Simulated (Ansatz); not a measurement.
K2S: K on a S site

Computed with DFT PBE, scalar-relativistic, plane waves, PAW (Ansatz). (420 eV cutoff, 2×2×2 k-mesh, shifted by half a step, Gaussian smearing of 0.01 eV, collinear spin in charge 0, -2 alone)

Host crystal, relaxed:

```cif
data_structure
_symmetry_space_group_name_H-M 'P 1'
_symmetry_Int_Tables_number 1
_cell_length_a 5.2765
_cell_length_b 5.2765
_cell_length_c 5.2765
_cell_angle_alpha 60.000
_cell_angle_beta 60.000
_cell_angle_gamma 60.000
_cell_volume 103.88
loop_
_atom_site_label
_atom_site_type_symbol
_atom_site_fract_x
_atom_site_fract_y
_atom_site_fract_z
_atom_site_occupancy
K1 K 0.75000 0.75000 0.75000 1
K2 K 0.25000 0.25000 0.25000 1
S1 S 0.00000 0.00000 0.00000 1
```

Supercell of 48 atoms, rows in host cell vectors: 1 1 1; 1 -3 1; 1 1 -3. Atoms relax at the host's cell, keeping the symmetry that the supercell leaves at the site. The cell is small, so energies carry finite-size errors of tenths of an eV. The host's Kohn–Sham gap is 2.32 eV. Atoms are taken from and returned to the elements' standard states. Charged cells are corrected for image charges with the computed static dielectric tensor (mean 6.4) and aligned with the host's potential at far atoms (alignment terms reach 0.40 eV; the program doubts the alignment in some charges, where it is up to 0.40 eV). No band-filling term is added, and the Fermi level counts from the host's valence band top.

Starting moments were lost in some runs.

Defect: K on a S site at (0.000, 0.000, 0.000) of the host cell.

Problem. What is the formation energy of the neutral defect?

Solution. 5.97 eV.

Problem. Does the neutral defect carry a moment, and how do its surroundings relax?

Solution. It changes the cell's moment by 1.00 μB. The nearest neighbours before are 8 K at 3.23 Å; after relaxation the atoms near the site are 8 K at 3.71 Å; the largest move is 0.48 Å.

Problem. Charges 0, -1, -2 were computed. Which is stable where in the gap?

Solution. Among the charges computed the stable one is 0 at the valence band top and stays so across the gap. In charge -1, -2 the extra carrier would gain by moving to a band edge of the host, so it isn't bound in the gap. In charge 0, -1, -2 the cell has partly filled bands: a level of the defect may be part filled, the carrier may sit in the host's bands, or levels may cross between the k points, so transitions that involve it are doubtful. Levels between neighbouring charges: (0/-1) 2.97 eV, (-1/-2) 3.43 eV.